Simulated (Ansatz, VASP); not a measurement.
# H2PdO2 in two plane-wave programs, part 2 of 2

One calculation is typed for both programs; each brings its own data sets. How far apart do they land? The cell is taken from a series of runs on this material, whose earlier steps may have relaxed, scaled, displaced or heated it; both programs get it as it stands.

VASP 6.6.1 and Ansatz 0.2.0.

So far: The starting structure; VASP: single point, PBE, spin-orbit coupling.

## Step 3: Ansatz: single point, PBE, spin-orbit coupling

Level of this step: Ansatz beside VASP: Kohn-Sham DFT, plane waves, PBE, spin-orbit coupling (Ansatz).

Ansatz runs on its fully relativistic PAW (standard-fr) files.

The same cell, functional and mesh now go to Ansatz, which takes its cutoff from its data sets.

Contents of input.yaml:

```yaml
crystal:
  lattice:
    - [3.548302076, 0.2921703206, 0.0]
    - [2.0264373672, 2.9273473855, 0.0]
    - [0.0, 0.0, 18.51]
  atoms:
    - { symbol: Pd, position: [0.3281227414, 0.3403366586, 0.5] }
    - { symbol: O, position: [-0.1773281579, -0.165114777, 0.5740140189] }
    - { symbol: O, position: [0.833574177, 0.8457875579, 0.4259859811] }
    - { symbol: H, position: [0.683043013, -0.3047438265, 0.5948376215] }
    - { symbol: H, position: [0.9732032265, 0.985416387, 0.4051623785] }
kpoints:
  mp_grid: { grid: [10, 10, 1] }
scf:
  occupations: { method: fixed }
hamiltonian:
  xc: pbe
  pseudopotentials: { kind: paw_fr }
magnetization:
  noncollinear: true
  spin_orbit: true
output:
  optics:
    e_range: [0, 15]
    de: 0.05
    sigma: 0.1
    nscf_kmesh: { grid: [14, 14, 1] }
    bands: { spectra_wanted_up_to: 15 }
```

Run with:

```bash
ansatz run input.yaml --threads 4 --pin off --max-ram 8192MiB --backend cpu --events-out ev --progress --plain --runs-dir out
```

Numbers of over 12 decimals in the logs are rounded to 6 here.

The program printed:

```text
Warning: the atoms were moved onto the symmetric positions of the space group found under crystal.symmetry.tolerance 1.0e-5 (fractional; no operation is sought that the atoms, as they stand in a round, miss by more than twice it, and no atom is moved by as much as it), and the run uses the moved positions. Before a round's move an operation carried an atom to 1.57e-6 Å from where it should land, the largest such dist [...]
Engine: ansatz 0.2.0, x86_64-unknown-linux-gnu
Pseudopotentials: kind: paw_fr
Pseudopotential: Pd, paw_fr, valence charge 18, recommended cutoff 420 eV (normal), Pd.paw.azcp#standard-fr
Pseudopotential: O, paw_fr, valence charge 6, recommended cutoff 420 eV (normal), O.paw.azcp#standard-fr
Pseudopotential: H, paw_fr, valence charge 1, recommended cutoff 420 eV (normal), H.paw.azcp#standard-fr
Functional definition: PBE
  parameter kappa = 0.804
  parameter beta = 0.066725
  exchange = pbe_x(kappa = kappa, mu = beta*pi^2/3)
  correlation = pbe_c(beta = beta)
non-collinear run that drives no moment, with spin-orbit: no starting moment large enough to seed its density (crystal.atoms[].spin), no starting occupations that ask for one, no magnetisation constraint and no magnetic field, so the semilocal B_xc is pinned to zero
Crystal: 5 atoms, lattice volume = 181.306 Å³
Basis set: ecut = 420 eV, 3499 PW (Γ)
Bands: 42, of which v1, the nominal top of the filled ones, is band 32 counted from 1 (31 counted from 0)
Symmetry: 4 space group operations + 4 with time reversal
Magnetic group: BNS 12.59 (UNI 66), of the structure as read, at distance tolerance 5.7e-5 Å
k-points: 31 of 100
Projection manifold: j_resolved (fully-relativistic pseudo-atomic orbitals)
Non-local potential: Pd, projectors of the file, l = 0: 2, l = 1: 4, l = 2: 4, l = 3: 2
Non-local potential: O, projectors of the file, l = 0: 2, l = 1: 4, l = 2: 2
Non-local potential: H, projectors of the file, l = 0: 2, l = 1: 2
PAW form: soft (Blöchl's): semilocal exchange-correlation on the pseudo side does not see the compensation charge
PAW one-centre angular grid: Pd, 590 points (default); XC on 64 Gauss nodes
PAW one-centre angular grid: O, 110 points (default); XC on 64 Gauss nodes
PAW one-centre angular grid: H, 110 points (default); XC on 64 Gauss nodes
Initial density: superposition of atomic densities (neutral atoms: chi_scale 0, normalization atom)
Initial wavefunctions: pseudopotential atomic-orbital guess
Functional: x = pbe(κ = 0.804, μ = 0.219515), c = pbe(β = 0.066725)
SCF iter   1: F=—  HF=-8146.172970 eV  |F-HF|=—  |Δ(HF+E_count)|=         —  Δρ=1.20e-1  dr2=2.71e1  dr2_m=0.00e0 (ungated)  ethr=3.10e-3  |M|=0.00e0 ∫|m|=0.00e0 μB  |m|>n=0.0e0 m-floor=0.0e0 τ_xc=0.0e0  β_m=0.30  ⟨swp⟩=6.1  Hψ=2877  notcnv=0  defer=174
preconditioner: auto → Resta (q_TF=auto, 2.043 Å⁻¹)  ε∞=2.5  [insulator: Δε(μ)=0.542 eV  Ē_g=10.125 eV  n_scr=18 (ndim 8)  ℏωp=12.3 eV  f_vac=0.681  ε∞_Penn≈2.5  vacuum switching on, ρ_ref=7.4e-3 e/Å³]
spin=Noncollinear: Resta preconditioning applied to the charge; magnetization (m_x, m_y, m_z) channels mix plain (no charge-response kernel on spin).
SCF iter   2: F=—  HF=-8140.224001 eV  |F-HF|=—  |Δ(HF+E_count)|=    5.95e0  Δρ=4.05e-2  dr2=1.12e0  dr2_m=0.00e0 (ungated)  ethr=3.10e-3  |M|=0.00e0 ∫|m|=0.00e0 μB  |m|>n=0.0e0 m-floor=0.0e0 τ_xc=0.0e0  β_m=0.32  ⟨swp⟩=4.1  Hψ=1757  notcnv=0  defer=180
SCF iter   3: F=—  HF=-8140.020287 eV  |F-HF|=—  |Δ(HF+E_count)|=   2.04e-1  Δρ=2.59e-2  dr2=3.92e-1  dr2_m=0.00e0 (ungated)  ethr=3.10e-3  |M|=0.00e0 ∫|m|=0.00e0 μB  |m|>n=0.0e0 m-floor=0.0e0 τ_xc=0.0e0  β_m=0.57  ⟨swp⟩=2.0  Hψ=781  notcnv=0  defer=186
SCF iter   4: F=—  HF=-8139.930672 eV  |F-HF|=—  |Δ(HF+E_count)|=   8.96e-2  Δρ=2.99e-3  dr2=1.98e-2  dr2_m=0.00e0 (ungated)  ethr=1.22e-3  |M|=0.00e0 ∫|m|=0.00e0 μB  |m|>n=0.0e0 m-floor=0.0e0 τ_xc=0.0e0  β_m=0.57  ⟨swp⟩=3.4  Hψ=1308  notcnv=0  defer=186
SCF iter   5: F=—  HF=-8139.927415 eV  |F-HF|=—  |Δ(HF+E_count)|=   3.26e-3  Δρ=9.76e-4  dr2=2.26e-3  dr2_m=0.00e0 (ungated)  ethr=6.18e-5  |M|=0.00e0 ∫|m|=0.00e0 μB  |m|>n=0.0e0 m-floor=0.0e0 τ_xc=0.0e0  β_m=0.74  ⟨swp⟩=3.5  Hψ=1015  notcnv=0  defer=186
SCF iter   6: F=—  HF=-8139.927349 eV  |F-HF|=—  |Δ(HF+E_count)|=   6.63e-5  Δρ=2.41e-4  dr2=4.96e-5  dr2_m=0.00e0 (ungated)  ethr=7.06e-6  |M|=0.00e0 ∫|m|=0.00e0 μB  |m|>n=0.0e0 m-floor=0.0e0 τ_xc=0.0e0  β_m=0.83  ⟨swp⟩=3.8  Hψ=1025  notcnv=0  defer=186
SCF iter   7: F=—  HF=-8139.927358 eV  |F-HF|=—  |Δ(HF+E_count)|=   8.58e-6  Δρ=5.62e-5  dr2=5.30e-6  dr2_m=0.00e0 (ungated)  ethr=1.55e-7  |M|=0.00e0 ∫|m|=0.00e0 μB  |m|>n=0.0e0 m-floor=0.0e0 τ_xc=0.0e0  β_m=0.85  ⟨swp⟩=2.0  Hψ=918  notcnv=0  defer=186
SCF iter   8: F=—  HF=-8139.927359 eV  |F-HF|=—  |Δ(HF+E_count)|=   1.13e-6  Δρ=1.01e-5  dr2=1.17e-7  dr2_m=0.00e0 (ungated)  ethr=1.66e-8  |M|=0.00e0 ∫|m|=0.00e0 μB  |m|>n=0.0e0 m-floor=0.0e0 τ_xc=0.0e0  β_m=0.90  ⟨swp⟩=2.0  Hψ=904  notcnv=0  defer=186
SCF iter   9: F=—  HF=-8139.927285 eV  |F-HF|=—  |Δ(HF+E_count)|=   7.35e-5  Δρ=1.72e-6  dr2=4.70e-9  dr2_m=0.00e0 (ungated)  ethr=3.64e-10  |M|=0.00e0 ∫|m|=0.00e0 μB  |m|>n=0.0e0 m-floor=0.0e0 τ_xc=0.0e0  β_m=0.92  ⟨swp⟩=2.4  Hψ=1046  notcnv=0  defer=186
SCF iter  10: F=—  HF=-8139.927285 eV  |F-HF|=—  |Δ(HF+E_count)|=   1.27e-9  Δρ=2.44e-7  dr2=9.03e-11  dr2_m=0.00e0 (ungated)  ethr=1.47e-11  |M|=0.00e0 ∫|m|=0.00e0 μB  |m|>n=0.0e0 m-floor=0.0e0 τ_xc=0.0e0  β_m=0.96  ⟨swp⟩=2.0  Hψ=910  notcnv=0  defer=186
SCF iter  11: F=-8139.927285 eV  HF=-8139.927285 eV  |F-HF|=4.55e-12  |Δ(HF+E_count)|=  9.55e-11  Δρ=5.99e-8  dr2=4.28e-12  dr2_m=0.00e0 (ungated)  ethr=1.00e-12  |M|=0.00e0 ∫|m|=0.00e0 μB  |m|>n=0.0e0 m-floor=0.0e0 τ_xc=0.0e0  ⟨swp⟩=18.6  Hψ=3922  notcnv=0
SCF 1 converged in 11 iterations: F = -8139.927285 eV  dr2 = 4.28e-12
  greatest PAW one-centre occupation: 0.999 electrons in one spin orbital (limit 2), on the Pd atom at site 0 (counted from 0), in its partial waves of l = 0
NSCF: frozen V_eff on 57 k-points
output.optics: what the bands over the 105 summed would add to eps1, eps2 and the energy-loss function is held between a lower and an upper bound (9 Lanczos steps). eps1, eps2 and their loss function (loss_summed_bands) are given on every row as the summed bands alone make them. Along an axis, on a row where the two bounds hold the loss function to about 1 % of the greater of itself and 0.5 % of |1/eps|, its cell (loss_completed) is given, with the completed eps1 and eps2 that it is formed of (a cell that is left empty reads nan in the table and null in the record). The two bounds hold it so along every axis on all 301 rows up to 15.000 eV. [rest of the remark cut]
SCF converged after 11 iterations
Magnetization: |M| = 0.0000 μB,  M = (+0.0000, +0.0000, +0.0000) μB
Absolute magnetization: 0.0000 μB (∫|m|)
  site 0: m = (+0.0000, +0.0000, +0.0000) μB, |m| = 0.0000 μB  (R = 0.84 Å)
  site 1: m = (+0.0000, +0.0000, +0.0000) μB, |m| = 0.0000 μB  (R = 0.40 Å)
  site 2: m = (+0.0000, +0.0000, +0.0000) μB, |m| = 0.0000 μB  (R = 0.40 Å)
  site 3: m = (+0.0000, +0.0000, +0.0000) μB, |m| = 0.0000 μB  (R = 0.40 Å)
  site 4: m = (+0.0000, +0.0000, +0.0000) μB, |m| = 0.0000 μB  (R = 0.40 Å)
Free energy (F): -8139.927285 eV
Harris-Foulkes:  -8139.927285 eV  (|F-HF|=4.55e-12)
Internal energy: -8139.927285 eV  (E = F + TS)
E sigma→0 (E₀):  -8139.927285 eV
Fermi energy:    -1.597795 eV
--- Per-component energies (eV) ---
  E_band       = -675.834695
  E_kinetic    = 887.111582
  E_local      = -22436.279877  (includes V_loc(G=0)·N_el)
  E_nonlocal   = 316.640185
  E_hartree    = 10688.388836
  E_xc         = -331.128172
  E_vxc        = -418.899622  (∫ρ·V_xc dr)
  E_paw        = -4068.730469  (= ΣΔE_a)
  E_vpaw       = -401.187254  (= ΣTr[D̂ρ^β])
  E_aug_tail   = 0.002595  (compensation charges beyond the density's cutoff)
  E_ewald      = 6804.068034
  E_smearing   = -0.000000  (= −TS)
  E_closure    = 0.000000  (closes the sum)
  Σ components = -8139.927285   (vs F -8139.927285, Δ=0.00e0)
--- Band table (eV; the first three rows and the last of 31) ---
  k-point 0: bands = [... 28 lower, -3.2022, -3.2022, -2.4732, -2.4732, 0.3063, 0.3063, 1.0601, 1.0601, ... 6 higher]
  k-point 1: bands = [... 28 lower, -3.1110, -3.1110, -2.4982, -2.4982, 0.0203, 0.0203, 1.3497, 1.3497, ... 6 higher]
  k-point 2: bands = [... 28 lower, -3.0213, -3.0213, -2.5380, -2.5380, -0.3676, -0.3676, 2.0778, 2.0778, ... 6 higher]
  k-point 30: bands = [... 28 lower, -2.5103, -2.5103, -1.5978, -1.5978, 0.2683, 0.2683, 2.8222, 2.8222, ... 6 higher]
```

Reading the cycles: dr2 is the Hartree energy of the density residual (eV), the measure of convergence; HF is the Harris–Foulkes estimate of the energy, which meets the free energy F at convergence.

## Step 4: Side by side

Known differences besides the potentials themselves: spin-orbit coupling enters by fully relativistic files in Ansatz and inside the spheres in VASP; fixed occupations in Ansatz, narrow Gaussian smearing in VASP; the data sets hold 32 valence electrons in Ansatz (on its fully relativistic PAW (standard-fr) files) and 24 in VASP; the cutoff is 420 eV in Ansatz and 520 eV in VASP. Total energies have different zeros and are not compared.

The two programs side by side:

```
              quantity  Ansatz   VASP  difference
gap on the k mesh (eV)   1.115  1.076      +0.039
```

A gap on the mesh is an upper bound, since the band edges may lie between its points. Where the cell holds vacuum, a pressure given here is an average over it and none of the material.

## Step 5: Results

| Quantity | Value |
| --- | --- |
| difference in gap on the k mesh (single point, PBE, spin-orbit coupling) | 0.039 eV |

In words: The difference in gap on the k mesh is 0.039 eV (single point, PBE, spin-orbit coupling), within the 0.08 eV picked in this series as the mark of a large difference. The data sets hold unlike numbers of valence electrons (32 in Ansatz and 24 in VASP), so part of the differences may come from the potentials. Such differences can come from data sets, numerical settings and the points named under the comparisons, not from the functional's error against experiment.

[Lines on the potential files, build, host, timing and source positions are cut from VASP's logs without a mark.]

[Logs are printed without paths, hosts, clocks, repeated set-up lines and the standing remarks that a program may print on its own settings, such as how far it seeks lower states.]

[Hosts, paths, dates, database ids (printed as entryN), source tags and the programs' standing remarks are cut or masked in the printed files.]
